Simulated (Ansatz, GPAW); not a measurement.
# Geometry or basis: what sets the conductance of an Ir chain with an Ag atom bridging one bond

Wanted: T(E) of an Ir chain with an Ag atom bridging one bond at a relaxed geometry in two programs, beside the unrelaxed structure.

Method: Ansatz plane waves; relaxation of the junction with the lead ends held; PAW set soft_1, in the first sound run; inputs show where later runs differ, in GPAW 26.7.0 and Ansatz 0.2.0.

**1. Set-up**

The cell holds 17 atoms: 16 Ir and 1 Ag. Its edges and angles: a = 9.000 Å, b = 9.000 Å, c = 37.000 Å, α = 90.0°, β = 90.0°, γ = 90.0°. Regions: left lead, 8 atoms (8 Ir); channel, 1 atom (1 Ag); right lead, 8 atoms (8 Ir). Vacuum lies along a and b. The structure is stacked along c, and the current runs across the ab planes.

**2. Relaxing the atoms**

Transmission follows bond lengths closely, so the atoms between the held lead ends are relaxed first, from a slightly shaken start that lets symmetry break.

Input file input.yaml:

```yaml
crystal:
  lattice:
    - [9.0, 0.0, 0.0]
    - [0.0, 9.0, 0.0]
    - [0.0, 0.0, 37.0]
  atoms:
    - { symbol: Ir, position: [0.5, 0.5, 0.0310810811] }
    - { symbol: Ir, position: [0.5, 0.5, 0.0932432432] }
    - { symbol: Ir, position: [0.5, 0.5, 0.1554054054] }
    - { symbol: Ir, position: [0.5, 0.5, 0.2175675676] }
    - { symbol: Ir, position: [0.5, 0.5, 0.2797297297] }
    - { symbol: Ir, position: [0.5, 0.5, 0.3418918919] }
    - { symbol: Ir, position: [0.5036708748, 0.5011281043, 0.4036162393] }
    - { symbol: Ir, position: [0.4957991938, 0.4936845958, 0.4662313283] }
    - { symbol: Ag, position: [0.7321598367, 0.4970928135, 0.4998200247] }
    - { symbol: Ir, position: [0.4998271799, 0.4924107239, 0.5345339026] }
    - { symbol: Ir, position: [0.493243848, 0.506198747, 0.596424785] }
    - { symbol: Ir, position: [0.5, 0.5, 0.6581081081] }
    - { symbol: Ir, position: [0.5, 0.5, 0.7202702703] }
    - { symbol: Ir, position: [0.5, 0.5, 0.7824324324] }
    - { symbol: Ir, position: [0.5, 0.5, 0.8445945946] }
    - { symbol: Ir, position: [0.5, 0.5, 0.9067567568] }
    - { symbol: Ir, position: [0.5, 0.5, 0.9689189189] }
kpoints:
  mp_grid: { grid: [1, 1, 2] }
hamiltonian:
  xc: pbe
  pseudopotentials: { kind: paw, azcp: { folder: soft_1 } }
scf:
  occupations: { method: fermi_dirac, width: 0.1 }
relax:
  f_tol: 0.03
  max_steps: 80
  constraints: [{ sites: [0, 1, 2, 3, 4, 5, 11, 12, 13, 14, 15, 16] }]
```

Launch:

```sh
ansatz run input.yaml --threads 4 --pin off --max-ram 8192MiB --backend cpu --events-out ev --progress --plain --runs-dir out
```

Numbers of over 12 decimals in the logs are rounded to 6 here.

The log of the run:

```text
Engine: ansatz 0.2.0, aarch64-unknown-linux-gnu
Pseudopotentials: kind: paw
Pseudopotential: Ir, paw, valence charge 17, recommended cutoff 420 eV (normal), soft_1/Ir.paw.azcp
Pseudopotential: Ag, paw, valence charge 19, recommended cutoff 420 eV (normal), soft_1/Ag.paw.azcp
Functional definition: PBE
  parameter kappa = 0.804
  parameter beta = 0.066725
  exchange = pbe_x(kappa = kappa, mu = beta*pi^2/3)
  correlation = pbe_c(beta = beta)
Crystal: 17 atoms, lattice volume = 2997.000 Å³
Basis set: ecut = 420 eV, 58559 PW (Γ), exchange–correlation on 128×128×500 points (8 copies of the dense FFT grid, shifted against one another)
Bands: 175, of which v1, the nominal top of the filled ones, is band 146 counted from 1 (145 counted from 0)
Symmetry: 1 space group operations
Space group: P1 (ITA 1), of the structure as read, at distance tolerance 1.4e-4 Å
k-points: 2
Non-local potential: Ir, projectors of the file, l = 0: 3, l = 1: 2, l = 2: 2, l = 3: 1
Non-local potential: Ag, projectors of the file, l = 0: 3, l = 1: 2, l = 2: 2, l = 3: 1
PAW form: soft (Blöchl's): semilocal exchange-correlation on the pseudo side does not see the compensation charge
PAW one-centre angular grid: Ir, 590 points (default); XC on 64 Gauss nodes
PAW one-centre angular grid: Ag, 590 points (default); XC on 64 Gauss nodes
Initial density: superposition of atomic densities (neutral atoms: chi_scale 0, normalization atom)
Initial wavefunctions: pseudopotential atomic-orbital guess
Functional: x = pbe(κ = 0.804, μ = 0.219515), c = pbe(β = 0.066725)
SCF iter   1: F=—  HF=-198523.294275 eV  |F-HF|=—  |Δ(HF+E_count)|=         —  Δρ=2.85e-2  dr2=5.43e1  ethr=3.10e-3  ⟨swp⟩=6.0  Hψ=1326  notcnv=0  defer=2
preconditioner: auto → LDOS  [metal: Δε(μ)=0.024 eV  Ē_g=4.002 eV  σ=0.100 eV  W_gap=0.06  n_scr=328 (ndim 8)  ℏωp=8.4 eV  f_vac=0.744  D(μ)=43.86/eV (n_scr^D=222)  β→1.0]
SCF iter   2: F=—  HF=-198519.873430 eV  |F-HF|=—  |Δ(HF+E_count)|=    3.42e0  Δρ=1.43e-2  dr2=9.10e0  ethr=3.10e-3  ⟨swp⟩=3.5  Hψ=739  notcnv=0  defer=5
SCF iter   3: F=—  HF=-198519.422251 eV  |F-HF|=—  |Δ(HF+E_count)|=   4.51e-1  Δρ=1.06e-2  dr2=5.21e0  ethr=3.10e-3  ⟨swp⟩=3.0  Hψ=675  notcnv=0  defer=5
SCF iter   4: F=—  HF=-198518.642693 eV  |F-HF|=—  |Δ(HF+E_count)|=   7.80e-1  Δρ=4.32e-3  dr2=1.36e0  ethr=1.79e-3  ⟨swp⟩=3.0  Hψ=717  notcnv=0  defer=5
SCF iter   5: F=—  HF=-198518.491436 eV  |F-HF|=—  |Δ(HF+E_count)|=   1.51e-1  Δρ=2.79e-3  dr2=4.48e-1  ethr=4.68e-4  ⟨swp⟩=2.0  Hψ=550  notcnv=0  defer=5
SCF iter   6: F=—  HF=-198518.432092 eV  |F-HF|=—  |Δ(HF+E_count)|=   5.93e-2  Δρ=1.17e-3  dr2=1.30e-1  ethr=1.54e-4  ⟨swp⟩=2.0  Hψ=608  notcnv=0  defer=5
SCF iter   7: F=—  HF=-198518.421505 eV  |F-HF|=—  |Δ(HF+E_count)|=   1.06e-2  Δρ=4.69e-4  dr2=1.79e-2  ethr=4.47e-5  ⟨swp⟩=2.0  Hψ=446  notcnv=0  defer=5
SCF iter   8: F=—  HF=-198518.421372 eV  |F-HF|=—  |Δ(HF+E_count)|=   1.33e-4  Δρ=2.38e-4  dr2=4.18e-3  ethr=6.17e-6  ⟨swp⟩=2.0  Hψ=639  notcnv=0  defer=6
SCF iter   9: F=—  HF=-198518.420967 eV  |F-HF|=—  |Δ(HF+E_count)|=   4.05e-4  Δρ=1.03e-4  dr2=1.10e-3  ethr=1.44e-6  ⟨swp⟩=2.0  Hψ=463  notcnv=0  defer=6
SCF iter  10: F=—  HF=-198518.420983 eV  |F-HF|=—  |Δ(HF+E_count)|=   1.57e-5  Δρ=5.03e-5  dr2=1.51e-4  ethr=3.77e-7  ⟨swp⟩=2.0  Hψ=389  notcnv=0  defer=6
SCF iter  11: F=—  HF=-198518.420978 eV  |F-HF|=—  |Δ(HF+E_count)|=   4.92e-6  Δρ=2.41e-5  dr2=3.73e-5  ethr=5.18e-8  ⟨swp⟩=2.5  Hψ=531  notcnv=0  defer=6
SCF iter  12: F=-198518.420966 eV  HF=-198518.420979 eV  |F-HF|=1.22e-5  |Δ(HF+E_count)|=   8.08e-7  Δρ=1.50e-5  dr2=1.45e-5  ethr=7.73e-9  ⟨swp⟩=4.0  Hψ=864  notcnv=0
SCF 1 converged in 12 iterations: F = -198518.420966 eV  dr2 = 1.45e-5
  greatest PAW one-centre occupation: 1.001 electrons in one spin orbital (limit 2), on the Ag atom at site 8 (counted from 0), in its partial waves of l = 0
relax step   1: F+E_penalty+E_count = -198518.42096647 eV  Δ(F+E_penalty+E_count) = +0.000e0 eV  max|allowed force component| = 2.777e0 eV/Å  Δτ_max = 0.0000 Å  (12 SCF iters, dr2 threshold 2.25e-5 eV, accepted)
Initial density: handed on by an earlier stage of this run
Initial wavefunctions: those handed on with the density
iter 1 solved again at ethr=7.11e-5 eV; its pass at ethr=3.10e-3 eV (dr2=2.07e-1 eV) is discarded
SCF iter   1: F=—  HF=-198518.801870 eV  |F-HF|=—  |Δ(HF+E_count)|=         —  Δρ=2.71e-3  dr2=2.78e-1  ethr=7.11e-5  ⟨swp⟩=1.5  Hψ=1237  notcnv=0  defer=7
eigensolver tolerance schedule calibrated: the retry pair's looser diagonalisation under-reported the residual by θ = 0.26 (0.16/decade); ethr = c·dr2/N_el runs at the constant in force after the calibration composes with the one it found (an armed cap, an earlier calibration), c = 4.1e-2
preconditioner: auto → LDOS  [metal: Δε(μ)=0.027 eV  Ē_g=3.763 eV  σ=0.100 eV  W_gap=0.07  n_scr=328 (ndim 8)  ℏωp=8.4 eV  f_vac=0.759  D(μ)=51.20/eV (n_scr^D=288)  β→1.0]
SCF iter   2: F=—  HF=-198518.784521 eV  |F-HF|=—  |Δ(HF+E_count)|=   1.73e-2  Δρ=1.88e-3  dr2=9.77e-2  ethr=3.91e-5  ⟨swp⟩=3.0  Hψ=673  notcnv=0  defer=7
SCF iter   3: F=—  HF=-198518.764625 eV  |F-HF|=—  |Δ(HF+E_count)|=   1.99e-2  Δρ=6.03e-4  dr2=1.25e-2  ethr=1.37e-5  ⟨swp⟩=3.0  Hψ=720  notcnv=0  defer=7
SCF iter   4: F=—  HF=-198518.762258 eV  |F-HF|=—  |Δ(HF+E_count)|=   2.37e-3  Δρ=1.61e-4  dr2=1.50e-3  ethr=1.75e-6  ⟨swp⟩=2.0  Hψ=603  notcnv=0  defer=7
SCF iter   5: F=—  HF=-198518.762164 eV  |F-HF|=—  |Δ(HF+E_count)|=   9.41e-5  Δρ=6.67e-5  dr2=2.74e-4  ethr=2.11e-7  ⟨swp⟩=2.0  Hψ=555  notcnv=0  defer=7
SCF iter   6: F=-198518.762152 eV  HF=-198518.762184 eV  |F-HF|=3.23e-5  |Δ(HF+E_count)|=   2.06e-5  Δρ=2.52e-5  dr2=4.02e-5  ethr=1.40e-8  ⟨swp⟩=3.0  Hψ=1098  notcnv=0
SCF 2 converged in 6 iterations: F = -198518.762152 eV  dr2 = 4.02e-5
relax step   2: F+E_penalty+E_count = -198518.76215189 eV  Δ(F+E_penalty+E_count) = -3.412e-1 eV  max|allowed force component| = 3.632e-1 eV/Å  Δτ_max = 0.1984 Å  (6 SCF iters, dr2 threshold 1.00e-4 eV, accepted)
SCF iter   1: F=—  HF=-198518.914945 eV  |F-HF|=—  |Δ(HF+E_count)|=         —  Δρ=3.28e-3  dr2=2.39e-1  ethr=1.24e-3  ⟨swp⟩=4.0  Hψ=724  notcnv=0  defer=7
preconditioner: auto → LDOS  [metal: Δε(μ)=0.042 eV  Ē_g=3.725 eV  σ=0.100 eV  W_gap=0.10  n_scr=328 (ndim 8)  ℏωp=8.4 eV  f_vac=0.759  D(μ)=51.04/eV (n_scr^D=288)  β→1.0]
SCF iter   2: F=—  HF=-198518.902664 eV  |F-HF|=—  |Δ(HF+E_count)|=   1.23e-2  Δρ=1.67e-3  dr2=2.47e-1  ethr=8.21e-5  ⟨swp⟩=2.0  Hψ=719  notcnv=0  defer=7
SCF iter   3: F=—  HF=-198518.885402 eV  |F-HF|=—  |Δ(HF+E_count)|=   1.73e-2  Δρ=5.65e-4  dr2=1.66e-2  ethr=8.21e-5  ⟨swp⟩=2.0  Hψ=416  notcnv=0  defer=7
SCF iter   4: F=—  HF=-198518.885222 eV  |F-HF|=—  |Δ(HF+E_count)|=   1.80e-4  Δρ=3.34e-4  dr2=4.33e-3  ethr=5.69e-6  ⟨swp⟩=2.0  Hψ=576  notcnv=0  defer=7
SCF iter   5: F=—  HF=-198518.884574 eV  |F-HF|=—  |Δ(HF+E_count)|=   6.48e-4  Δρ=8.23e-5  dr2=3.88e-4  ethr=1.49e-6  ⟨swp⟩=3.0  Hψ=566  notcnv=0  defer=7
SCF iter   6: F=—  HF=-198518.884588 eV  |F-HF|=—  |Δ(HF+E_count)|=   1.33e-5  Δρ=4.57e-5  dr2=1.94e-4  ethr=1.33e-7  ⟨swp⟩=2.5  Hψ=550  notcnv=0  defer=7
SCF iter   7: F=—  HF=-198518.884584 eV  |F-HF|=—  |Δ(HF+E_count)|=   3.60e-6  Δρ=1.53e-5  dr2=1.67e-5  ethr=6.66e-8  ⟨swp⟩=1.0  Hψ=343  notcnv=0  defer=7
SCF iter   8: F=-198518.884583 eV  HF=-198518.884584 eV  |F-HF|=1.21e-6  |Δ(HF+E_count)|=   1.02e-8  Δρ=6.08e-6  dr2=2.30e-6  ethr=2.83e-9  ⟨swp⟩=4.0  Hψ=1057  notcnv=0
SCF 3 converged in 8 iterations: F = -198518.884583 eV  dr2 = 2.30e-6
relax step   3: F+E_penalty+E_count = -198518.88458269 eV  Δ(F+E_penalty+E_count) = -1.224e-1 eV  max|allowed force component| = 2.743e-1 eV/Å  Δτ_max = 0.2000 Å  (8 SCF iters, dr2 threshold 8.24e-6 eV, accepted)
[... from here on, the SCF cycles and remarks between the steps are left out ...]
relax step   4: F+E_penalty+E_count = -198518.97684254 eV  Δ(F+E_penalty+E_count) = -9.226e-2 eV  max|allowed force component| = 2.256e-1 eV/Å  Δτ_max = 0.1902 Å  (8 SCF iters, dr2 threshold 4.70e-6 eV, accepted)
relax step   5: F+E_penalty+E_count = -198519.01441442 eV  Δ(F+E_penalty+E_count) = -3.757e-2 eV  max|allowed force component| = 1.278e-1 eV/Å  Δτ_max = 0.2000 Å  (7 SCF iters, dr2 threshold 2.90e-5 eV, accepted)
relax step   6: F+E_penalty+E_count = -198519.02473420 eV  Δ(F+E_penalty+E_count) = -1.032e-2 eV  max|allowed force component| = 2.327e-1 eV/Å  Δτ_max = 0.1936 Å  (9 SCF iters, dr2 threshold 5.25e-6 eV, accepted)
relax step   7: F+E_penalty+E_count = -198519.05237817 eV  Δ(F+E_penalty+E_count) = -2.764e-2 eV  max|allowed force component| = 1.014e-1 eV/Å  Δτ_max = 0.2000 Å  (7 SCF iters, dr2 threshold 1.74e-5 eV, accepted)
relax step   8: F+E_penalty+E_count = -198519.06343278 eV  Δ(F+E_penalty+E_count) = -1.105e-2 eV  max|allowed force component| = 7.243e-2 eV/Å  Δτ_max = 0.2000 Å  (8 SCF iters, dr2 threshold 1.95e-6 eV, accepted)
relax step   9: F+E_penalty+E_count = -198519.07227048 eV  Δ(F+E_penalty+E_count) = -8.838e-3 eV  max|allowed force component| = 1.270e-1 eV/Å  Δτ_max = 0.1956 Å  (9 SCF iters, dr2 threshold 9.96e-7 eV, accepted)
relax step  10: F+E_penalty+E_count = -198519.07361995 eV  Δ(F+E_penalty+E_count) = -1.349e-3 eV  max|allowed force component| = 6.606e-2 eV/Å  Δτ_max = 0.0771 Å  (6 SCF iters, dr2 threshold 8.22e-6 eV, accepted)
relax step  11: F+E_penalty+E_count = -198519.07590139 eV  Δ(F+E_penalty+E_count) = -2.281e-3 eV  max|allowed force component| = 1.600e-2 eV/Å  Δτ_max = 0.0468 Å  (7 SCF iters, dr2 threshold 1.18e-6 eV, accepted)
iter 1 solved again at ethr=1.32e-10 eV; its pass at ethr=3.10e-3 eV (dr2=3.85e-7 eV) is discarded
SCF iter   1: F=—  HF=-198519.075894 eV  |F-HF|=—  |Δ(HF+E_count)|=         —  Δρ=2.66e-6  dr2=3.88e-7  ethr=1.32e-10  ⟨swp⟩=1.0  Hψ=824  notcnv=0  defer=6
preconditioner: auto → LDOS  [metal: Δε(μ)=0.044 eV  Ē_g=3.649 eV  σ=0.100 eV  W_gap=0.11  n_scr=328 (ndim 8)  ℏωp=8.4 eV  f_vac=0.758  D(μ)=51.69/eV (n_scr^D=288)  β→1.0]
SCF iter   2: F=—  HF=-198519.075902 eV  |F-HF|=—  |Δ(HF+E_count)|=   7.82e-6  Δρ=2.62e-6  dr2=2.97e-7  ethr=1.32e-10  ⟨swp⟩=2.0  Hψ=591  notcnv=0  defer=6
SCF iter   3: F=-198519.075902 eV  HF=-198519.075902 eV  |F-HF|=5.83e-8  |Δ(HF+E_count)|=   5.28e-8  Δρ=1.05e-6  dr2=7.06e-8  ethr=3.44e-11  ⟨swp⟩=2.5  Hψ=1154  notcnv=0
SCF 12 converged in 3 iterations: F = -198519.075902 eV  dr2 = 7.06e-8
relax step  12: F+E_penalty+E_count = -198519.07590164 eV  Δ(F+E_penalty+E_count) = -2.510e-7 eV  max|allowed force component| = 1.591e-2 eV/Å  Δτ_max = 0.0000 Å  (3 SCF iters, accepted)
SCF converged after 3 iterations
Free energy (F): -198519.075902 eV
Harris-Foulkes:  -198519.075902 eV  (|F-HF|=5.83e-8)
Internal energy: -198517.458405 eV  (E = F + TS)
E sigma→0 (E₀):  -198518.267154 eV
Entropy (-TS):   -1.617496 eV (-95.147 meV/atom)
Fermi energy:    -3.162476 eV
--- Per-component energies (eV) ---
  E_band       = -9303.273553
  E_kinetic    = 9069.454215
  E_local      = -93733.071280  (includes V_loc(G=0)·N_el)
  E_nonlocal   = 3114.983739
  E_hartree    = 40736.491484
  E_xc         = -3771.659534
  E_vxc        = -4207.072663  (∫ρ·V_xc dr)
  E_paw        = -152216.043659  (= ΣΔE_a)
  E_vpaw       = -5020.558414  (= ΣTr[D̂ρ^β])
  E_aug_tail   = 0.006198  (compensation charges beyond the density's cutoff)
  E_ewald      = -1717.619568
  E_smearing   = -1.617496  (= −TS)
  E_closure    = 0.000000  (closes the sum)
  Σ components = -198519.075902   (vs F -198519.075902, Δ=0.00e0)
--- Forces (eV/Å), atoms counted from 1 ---
  atom   1  Ir     0.00264289    -0.02541904     0.05702918
  atom   2  Ir     0.00518909    -0.02207326     0.01321458
  atom   3  Ir    -0.00883513     0.00526043    -0.14394172
  atom   4  Ir     0.00196355     0.00600836     0.12846968
  atom   5  Ir     0.03809933    -0.16283431     0.39482275
  atom   6  Ir    -0.04291550     0.23067324     1.32840145
  atom   7  Ir    -0.00118183     0.01216302    -0.01294244
  atom   8  Ir    -0.00157163    -0.00320474    -0.00131661
  atom   9  Ag     0.00631988    -0.00038334     0.00133275
  atom  10  Ir    -0.00180330    -0.00177185     0.01216479
  atom  11  Ir     0.00346427     0.00193404    -0.01591257
  atom  12  Ir    -0.01123555    -0.23647994    -1.31948168
  atom  13  Ir     0.01401070     0.16150766    -0.39419812
  atom  14  Ir     0.00287118    -0.00683667    -0.11700142
  atom  15  Ir    -0.00805754    -0.00738168     0.14094534
  atom  16  Ir     0.00212776     0.02211689    -0.01705323
  atom  17  Ir    -0.00109452     0.02675325    -0.05452940
  max |Σ_I F_I| component: 3.21e-5 eV/Å
--- Relaxed structure (12 steps of the walk, 12 accepted, 0 SCFs on fresh bases) ---
  F+E_penalty+E_count = -198519.07590164 eV   max|allowed force component| = 1.591e-2 eV/Å
  atoms:
    - { symbol: Ir, position: [0.5, 0.5, 0.0310810811] }
    - { symbol: Ir, position: [0.5, 0.5, 0.0932432432] }
    - { symbol: Ir, position: [0.5, 0.5, 0.1554054054] }
    - { symbol: Ir, position: [0.5, 0.5, 0.217568] }
    - { symbol: Ir, position: [0.5, 0.5, 0.2797297297] }
    - { symbol: Ir, position: [0.5, 0.5, 0.3418918919] }
    - { symbol: Ir, position: [0.513652, 0.445692, 0.405854] }
    - { symbol: Ir, position: [0.501804, 0.534983, 0.466802] }
    - { symbol: Ag, position: [0.761921, 0.521947, 0.500259] }
    - { symbol: Ir, position: [0.506352, 0.465176, 0.532981] }
    - { symbol: Ir, position: [0.505674, 0.553886, 0.594133] }
    - { symbol: Ir, position: [0.5, 0.5, 0.6581081081] }
    - { symbol: Ir, position: [0.5, 0.5, 0.7202702703] }
    - { symbol: Ir, position: [0.5, 0.5, 0.782432] }
    - { symbol: Ir, position: [0.5, 0.5, 0.844595] }
    - { symbol: Ir, position: [0.5, 0.5, 0.9067567568] }
    - { symbol: Ir, position: [0.5, 0.5, 0.968919] }
```

The job ended after 3.5 min (4 threads of Arm Neoverse V1, shared host; peak memory 4.5 GiB).

Relaxation path:

```
step  energy less that of the first step (eV)  largest force component (eV/Å)
   1                                   0.0000                          2.7768
   2                                  -0.3412                          0.3632
   3                                  -0.4636                          0.2743
   4                                  -0.5559                          0.2256
   5                                  -0.5934                          0.1278
   6                                  -0.6038                          0.2327
   7                                  -0.6314                          0.1014
   8                                  -0.6425                          0.0724
   9                                  -0.6513                          0.1270
  10                                  -0.6527                          0.0661
  11                                  -0.6549                          0.0160
  12                                  -0.6549                          0.0159
```

The atoms that moved most (Å):

```
atom     dx      dy      dz  length
 Ir7  0.090  -0.499   0.083   0.514
Ir11  0.112   0.429  -0.085   0.452
 Ir8  0.054   0.372   0.021   0.376
 Ag9  0.268   0.224   0.016   0.349
Ir10  0.059  -0.245  -0.057   0.259
```

This step gave:

- free energy: -198519.0759 eV
- smearing term TS: 1.617 eV
- symmetry operations: 1

The relaxation lowered the energy of the cell by 0.655 eV.

(Part 1 of 4 ends here.)

[Logs are printed without paths, hosts, clocks, repeated set-up lines and the standing remarks that a program may print on its own settings, such as how far it seeks lower states.]

[Hosts, paths, dates, database ids (printed as entryN), source tags and the programs' standing remarks are cut or masked in the printed files.]
